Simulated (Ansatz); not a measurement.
The structure comes from a relaxation in the same program, started in the sc type, and has space group Pm-3m. Whether it is a known phase or the ground state wasn't checked.

An input for Ge: DFT, PBE, all-electron LAPW, scalar-relativistic (Ansatz 0.2.0).

```yaml
crystal:
  lattice:
    - [2.7120739282, 0.0, 0.0]
    - [0.0, 2.7120739282, 0.0]
    - [0.0, 0.0, 2.7120739282]
  atoms:
    - { symbol: Ge, position: [0.0, 0.0, 0.0] }
kpoints:
  mp_grid: { grid: [13, 13, 13] }
  band_path:
    path:
      - [0.0, 0.0, 0.0]
      - [0.0, 0.5, 0.0]
      - [0.5, 0.5, 0.0]
      - [0.0, 0.0, 0.0]
      - [0.5, 0.5, 0.5]
      - [0.0, 0.5, 0.0]
      - [0.5, 0.5, 0.5]
      - [0.5, 0.5, 0.0]
    npoints: 8
scf:
  occupations: { method: fermi_dirac, width: 0.05 }
hamiltonian:
  xc: pbe
  pseudopotentials: { kind: all_electron, lapw: { basis_error: 0.00025 } }
output:
  forces: true
  stress: true
  eigenvalues: true
  populations: true
  dos: { projected: true, de: 0.2, e_range: [-14, 8] }
```

Set-up and iterations as logged by Ansatz (the results part is left out, to be predicted):

```
Ge: projections on atomic orbitals take those of the free atom 1s2 2s2 2p6 3s2 3p6 3d10 4s2 4p2, of charge +0.00 (hamiltonian.pseudopotentials.projection_atoms)
LAPW: plane waves up to 8.657 Å⁻¹, error target 2.5e-4 eV per atom; small_component_spin mean_spin; Ge in spheres of 1.356 Å, 22 of its electrons in bands, Dirac shells []
Engine: ansatz 0.2.0
Pseudopotentials: kind: all_electron
Pseudopotential: Ge, LAPW, valence charge 22, Koelling and Harmon's equation, gaussian nucleus
Functional definition: PBE
  parameter kappa = 0.804
  parameter beta = 0.06672455060314922
  exchange = pbe_x(kappa = kappa, mu = beta*pi^2/3)
  correlation = pbe_c(beta = beta)
Crystal: 1 atoms, lattice volume = 19.948 Å³
Basis set: ecut = 285.53480410592357 eV, 203 PW (Γ), exchange–correlation at level 2
Bands: 15, of which v1, the nominal top of the filled ones, is band 11 counted from 1 (10 counted from 0)
Symmetry: 48 space group operations
Space group: Pm-3m (ITA 221), of the structure as read, at distance tolerance 2.7e-5 Å
k-points: 84 of 2197
Non-local potential: Ge, projectors of the file, none
Initial density: superposition of atomic densities (chi_scale 0.1, normalization cell)
Initial wavefunctions: plane waves of lowest kinetic energy (no species holds an atomic orbital)
Functional: x = pbe(κ = 0.804, μ = 0.2195149727645171), c = pbe(β = 0.06672455060314922)
iter 1 solved again at ethr=6.35e-5 eV; its pass at ethr=1.00e-1 eV (dr2=1.40e-2 eV) is discarded
SCF iter   1: F=—  HF=-57116.072182 eV  |F-HF|=—  |Δ(HF+E_count)|=         —  Δρ=1.08e-2  dr2=1.40e-2  ethr=6.35e-5  ⟨swp⟩=3.1  Hψ=8662  notcnv=0
SCF iter   2: F=—  HF=-57116.067932 eV  |F-HF|=—  |Δ(HF+E_count)|=   4.25e-3  Δρ=7.45e-3  dr2=8.80e-3  ethr=6.35e-5  ⟨swp⟩=2.0  Hψ=3721  notcnv=0
SCF iter   3: F=—  HF=-57116.070169 eV  |F-HF|=—  |Δ(HF+E_count)|=   2.24e-3  Δρ=3.34e-3  dr2=1.73e-3  ethr=4.00e-5  ⟨swp⟩=2.0  Hψ=3668  notcnv=0
iter 4 solved again at ethr=6.19e-8 eV; its pass at ethr=7.88e-6 eV (dr2=1.36e-5 eV) is discarded
SCF iter   4: F=—  HF=-57116.070857 eV  |F-HF|=—  |Δ(HF+E_count)|=   6.89e-4  Δρ=2.44e-4  dr2=1.37e-5  ethr=6.19e-8  ⟨swp⟩=2.2  Hψ=6226  notcnv=0
SCF iter   5: F=—  HF=-57116.070859 eV  |F-HF|=—  |Δ(HF+E_count)|=   1.77e-6  Δρ=2.85e-5  dr2=1.09e-7  ethr=6.19e-8  ⟨swp⟩=2.9  Hψ=3713  notcnv=0
SCF iter   6: F=-57116.070859 eV  HF=-57116.070859 eV  |F-HF|=2.98e-10  |Δ(HF+E_count)|=   3.27e-7  Δρ=1.62e-6  dr2=2.49e-10  ethr=4.93e-10  ⟨swp⟩=3.0  Hψ=3784  notcnv=0
```

Problem. What pressure will this run report?

Solution. 0.03 GPa (positive in compression).

Problem. Is there a band gap?

Solution. none: bands cross the Fermi level, a metal.
